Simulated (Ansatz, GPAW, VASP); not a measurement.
# PbS: programs and potentials compared

```
Pb S
1.0
     0.00000    2.96575    2.96575
     2.96575    0.00000    2.96575
     2.96575    2.96575    0.00000
Pb S
1 1
Direct
  0.00000 0.00000 0.00000
  0.50000 0.50000 0.50000
```

Alike in all runs: task single point; functional PBE; k mesh 8 × 8 × 8; occupations gaussian, width 0.1 eV; no spin polarisation; no spin-orbit coupling. Pressure is positive in compression and, in plane waves, holds the error of the finite cutoff.

| program and potentials | plane-wave cutoff (eV) | notes | band gap (eV) | pressure (GPa) |
| --- | --- | --- | --- | --- |
| Ansatz, all-electron LAPW, scalar-relativistic | - | - | 0.36 | 2.24 |
| VASP, PBE PAW files Pb_d, S, 520 eV | 520 | - | 0.36 | 2.15 |
| GPAW, GPAW PAW data sets (gpaw-data 1.2.1) | 600 | - | 0.31 | 1.99 |

The band gap spans 0.31 (GPAW, GPAW PAW data sets (gpaw-data 1.2.1)) to 0.36 eV (VASP, PBE PAW files Pb_d, S, 520 eV), with all-electron results at 0.36. The pressure spans 1.99 (GPAW, GPAW PAW data sets (gpaw-data 1.2.1)) to 2.24 GPa (Ansatz, all-electron LAPW, scalar-relativistic), with all-electron results at 2.24. Spin-orbit coupling, left out here, moves the band edges of heavy atoms.

The functional is the same throughout but for its coding, so the spread measures potentials, basis and numerics; runs on potential files found faulty are left out.

All three runs put PbS under compression at this cell, so PBE would prefer a larger lattice. This fits the functional's usual underbinding of solids with heavy, polarisable ions. VASP matches the all-electron gap of 0.36 eV while giving a slightly lower pressure. GPAW is lowest in both quantities, perhaps because of how its data sets describe the Pb semicore and valence shells.

The gap is small because the filled Pb 6s shell mixes with S 3p and pushes the valence edge up at L, towards a conduction edge of mainly Pb 6p character. This antibonding valence edge rises further on compression, so the gap would probably widen if the cell were relaxed.

The closeness of these gaps to the measured one is largely fortuitous. Spin-orbit coupling lowers the Pb 6p conduction edge and narrows the gap, whereas a semilocal functional already tends to make it too small, so the two errors partly cancel. The agreement between programs therefore supports the numerical consistency of the scalar-relativistic PBE gap, not its predictive accuracy.
